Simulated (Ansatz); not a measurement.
A run of Ansatz 0.2.0 is set up as follows.

Contents of input.yaml:

```yaml
crystal:
  lattice:
    - [3.1840155185, 0.0, 0.0]
    - [-1.5920077592, 2.757438325, 0.0]
    - [0.0, 0.0, 28.3873198]
  atoms:
    - { symbol: Mo, position: [0.344947, 0.664698, 0.228653] }
    - { symbol: Mo, position: [0.328207, 0.68177, 0.772353] }
    - { symbol: Mo, position: [0.665868, 0.331959, 0.001681] }
    - { symbol: S, position: [0.671036, 0.342662, 0.173893] }
    - { symbol: S, position: [0.67131, 0.340666, 0.716542] }
    - { symbol: S, position: [0.336146, 0.673707, 0.944939] }
    - { symbol: S, position: [0.653342, 0.324562, 0.28251] }
    - { symbol: S, position: [0.677604, 0.336564, 0.827866] }
    - { symbol: S, position: [0.343179, 0.673858, 0.052601] }
hamiltonian:
  xc: pbesol
  pseudopotentials: { kind: paw }
kpoints:
  mp_grid: { grid: [10, 10, 1] }
scf:
  occupations: { method: fermi_dirac, width: 0.05 }
output:
  forces: true
  stress: true
  eigenvalues: true
```

Potentials or basis: Ansatz PAW.

Launch:

```console
$ ansatz run input.yaml --threads 4 --pin off --max-ram 11264MiB --backend cpu --events-out ev --progress --plain --runs-dir out
```

Task: Estimate the band gap on the k mesh.

Result: 1.04 eV, indirect (least direct gap 1.71 eV).

Task: Predict the largest force.

Result: 2.654 eV/Å.

Forces in eV/Å, atoms in the order of the input:
```
Mo  -1.116  0.119 -0.407
Mo   1.048 -0.496 -0.163
Mo   0.232  0.497 -2.597
S    0.432 -0.277  0.092
S   -0.417  0.206  0.704
S    0.005 -0.202  0.835
S    0.684  0.158  0.291
S   -0.632  0.289 -0.516
S   -0.236 -0.294  1.761
```

Caveat: the PAW data sets come from PBE, with cores solved anew for the run's functional, which leaves a small shift of forces and pressure.
